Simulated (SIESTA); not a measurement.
Crystal: Ge.

```xyz
12
Lattice="5.9300 0.0000 0.0000 0.0000 5.9300 0.0000 0.0000 0.0000 6.9800" Properties=species:S:1:pos:R:3 pbc="T T T"
Ge    2.2237    0.9885    5.2350
Ge    1.9765    5.1887    3.4900
Ge    3.7062    4.9415    1.7450
Ge    3.9535    0.7412    0.0000
Ge    5.1887    1.9765    3.4900
Ge    4.9415    3.7062    5.2350
Ge    0.7412    3.9535    0.0000
Ge    0.9885    2.2237    1.7450
Ge    3.4097    2.5202    1.7450
Ge    5.4852    5.4852    3.4900
Ge    2.5202    3.4097    5.2350
Ge    0.4447    0.4447    0.0000
```

This isn't the form of Ge at room conditions, which is diamond.

Base run:

- Program: SIESTA 5.4.2
- Functional: PBE
- Potentials or basis: PseudoDojo 0.4 standard (PBE files)
- Basis: DZP (energy shift 0.003 Ry; two zetas on semicore shells)
- Grid cutoff: 800 Ry
- Energy shift: 0.003 Ry
- k mesh: 5 × 5 × 4
- Occupations: fermi-dirac, width 0.05 eV
- Spin: no spin polarisation

Its results: band gap on the k mesh 0.71 eV, direct; pressure 5.0 GPa; largest force 0.904 eV/Å.

**Question.** The run is repeated on the same cell with these changes: functional from PBE to LDA; potentials or basis from PseudoDojo 0.4 standard (PBE files) to PseudoDojo 0.4 standard (LDA files). What comes out?

**Answer.** Band gap on the k mesh 0.62 eV, direct; pressure -0.5 GPa; largest force 0.840 eV/Å.

Caveats: the basis of atomic orbitals isn't converged, which shifts pressures, moduli and gaps; an odd mesh through Γ misses points on the zone boundary, where band edges often lie (some runs); the mesh misses the band edges, which the band path finds closer together (some runs).
